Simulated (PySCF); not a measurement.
C₆H₆O: full NMR table

| Property | Result |
| --- | --- |
| Formula | C6H6O |
| SMILES | Oc1ccccc1 |
| InChI | InChI=1S/C6H6O/c7-6-4-2-1-3-5-6/h1-5,7H |
| Point group of the computed structure | Cs |
| Degrees of unsaturation | 4 |
| Carbon signals | 4 |
| Proton signals | 4 |

Atoms are numbered as in `[OH:1][c:2]1[cH:3][cH:4][cH:5][cH:6][cH:7]1`; H(Xn) means a hydrogen on atom n.

PySCF 2.14 calculation with J: B3LYP/pcJ-1 (without the spin–dipole term), structure optimised with PBE0-D3(BJ)/def2-SVP and shielding tensors at B3LYP/pcSseg-2 (GIAO); fast rotation and ring inversion assumed for equivalent nuclei, single conformer, in vacuum, non-relativistic.

δ = σ(ref) − σ, references computed at the same level: $^{1}$H (σref 31.39) and $^{13}$C (σref 179.19) against TMS; $^{17}$O (σref 325.85) vs H2O.

```tsv
carbon	δC, type	δH (multiplicity, J in Hz)	HMBC from (abs. J ≥ 3 Hz)	span of the C tensor (ppm)
C2	169.1, C	–	H(C4)/H(C6)	200
C3/C7	121.9, CH	6.79 (d, 9.0)	H(C5), H(C3)/H(C7)	185
C4/C6	139.7, CH	7.35 (dd, 9.0, 8.2)	H(C4)/H(C6)	241
C5	128.3, CH	6.95 (t, 8.2)	H(C3)/H(C7)	230
```

Other nuclei:
| atoms | nucleus | environment | δ (ppm) | σ (ppm) |
| --- | --- | --- | --- | --- |
| H(O1) | $^{1}$H | hydrogen on a phenol-type oxygen | 3.95 | 27.44 |
| O1 | $^{17}$O | phenol-type oxygen | 121.0 | 204.8 |

Selected couplings (Hz, signed; the shortest-range and largest first, 30 at most; isotopes $^{13}$C, $^{1}$H): $^{1}J$(C5,H(C5)) 169.5, $^{1}J$(C4,H(C4)) 165.9, $^{1}J$(C3,H(C3)) 164.7, $^{1}J$(C2,C3) 70.7, $^{1}J$(C3,C4) 65.2, $^{1}J$(C4,C5) 62.5, $^{2}J$(C3,C5) -1.5, $^{2}J$(C2,C4) 1.4, $^{3}J$(H(C3),H(C4)) 9.0, $^{3}J$(C2,C5) 8.4, $^{3}J$(H(C4),H(C5)) 8.2, $^{3}J$(C3,C6) 6.0.

1. Carbon types of the structure: 1 × C, 5 × CH, leaving 1 H on heteroatoms.
2. δC 169.1: aromatic carbon bearing oxygen; the electronegative substituent deshields the carbon that carries it.
3. δC 139.7, 128.3, 121.9: aromatic CH.
4. δH 7.35, 6.95, 6.79: hydrogen on an aromatic CH.
5. δH 3.95: hydrogen on a phenol-type oxygen; labile proton, position sensitive to the medium.
6. The protons at 6.79 and 7.35 share a coupling of 9.0 Hz (vicinal, an ortho-type coupling).
7. The protons at 7.35 and 6.95 share a coupling of 8.2 Hz (vicinal, an ortho-type coupling).

Exchangeable OH/NH protons stand at their gas-phase positions; hydrogen bonding in a real sample shifts them, mostly to higher δ. Multiplet labels drop couplings under 1 Hz and merge nearly equal ones. Couplings among chemically equivalent protons are left out too, so labels in AA′BB′ or AA′XX′ sets are apparent multiplicities. Unscaled 3J(H,H) at this level run about 10 % above measured values. Shifts are as computed. Against solution values, carbons near 30 ppm lie about +3 ppm off and those near 130 ppm about +8 ppm. Of 1211 compounds with measured shifts, 218 miss one by over three times the rms of a fit or turn the order of signals round; such compounds aren't used in these exercises. Experimental scales use liquid or dissolved standards, which lie at an offset from isolated H2O (liquid H2O: subtract about 36 ppm).
